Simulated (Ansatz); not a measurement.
## BaTe (Fm-3m) under pressure

```xyz
2
Lattice="3.5312 3.5312 0.0000 -3.5312 3.5312 0.0000 0.0000 3.5312 3.5312" Properties=species:S:1:pos:R:3 pbc="T T T"
Ba    0.0000    0.0000    0.0000
Te    0.0000    3.5312    0.0000
```

This is the zero-pressure cell under r²SCAN. Cell and atoms are relaxed by PAW (default files of Ansatz 0.2.0, cutoff 500 eV, stress met within about 0.05 GPa) at each pressure, in this structure whether or not another phase would take over; P is the pressure reached, less that of this cell. Levels come from r²SCAN, PAW on Ansatz 0.2.0's default frozen-core files (fitted under PBE), scalar-relativistic; k mesh 6×6×6, fixed occupations, cutoff 500 eV. Conduction levels are in eV over the valence top (at Γ), at fixed fractional wave vectors. Zone-centre phonons come from finite displacements by PAW, without the LO-TO term.

```
P (GPa)    V/V₀      X      L  T1u TO (cm⁻¹)
  -1.97  1.0787  2.127  4.447           78.0
   0.00  1.0000  2.002  4.559           93.5
   1.96  0.9452  1.890  4.635          104.9
   3.98  0.9017  1.783  4.692          114.4
   6.99       ?      ?      ?              ?
   9.99  0.8128  1.503  4.797          135.2
  14.97  0.7627  1.299  4.848          147.4
```

Question: Fit the third-order Birch-Murnaghan equation to the rows shown.

Answer: With f = [(V₀/V)^(2/3) − 1]/2, the normalised pressure F = P/[3f(1 + 2f)^(5/2)] is 30.2 GPa at f = -0.0246, 31.0 GPa at f = 0.0192, 31.3 GPa at f = 0.0357, 31.8 GPa at f = 0.0741, 32.1 GPa at f = 0.0990. The line F = B₀[1 + (3/2)(B′ − 4)f] gives B₀ = 30.7 GPa and B′ = 4.3.

Question: What are the volume deformation potentials and pressure coefficients of these levels at zero pressure?

Answer: 

| level | dE/dlnV (eV) | dE/dP = −(dE/dlnV)/B₀ (meV/GPa) | mean slope up to 2.0 GPa (meV/GPa) |
| --- | --- | --- | --- |
| X | 1.84 | -60.0 | -57.3 |
| L | -1.40 | 45.7 | 38.5 |

dE/dlnV is the slope of a cubic fit in ln V at V₀. The last column is read from two rows and shows how the slope bends with pressure. A level that another band crosses inside the range is left out of the tables.

Question: What mode Grüneisen parameters follow?

Answer: γ = −d ln ω/d ln V at V₀ from a quadratic fit in ln V: T1u 2.19.

Question: What belongs in the row at 6.99 GPa?

Answer: The fits give V/V₀ = 0.8516 and X = 1.636 eV. Computed: V/V₀ = 0.8517, X = 1.637, L = 4.753, T1u TO (cm⁻¹) = 125.9.

Caveats: no other phase was computed; many crystals of this kind change structure within this range, and rows or crossings beyond such a change describe a metastable lattice; frozen-core PAW files fitted under PBE, their cores solved anew for the functional of the run; no spin-orbit coupling on heavy atoms; semilocal gaps are low, and the spacing of valleys can be off by tenths of an eV; levels are read at fixed fractional k, so an edge that moves off these points is missed.
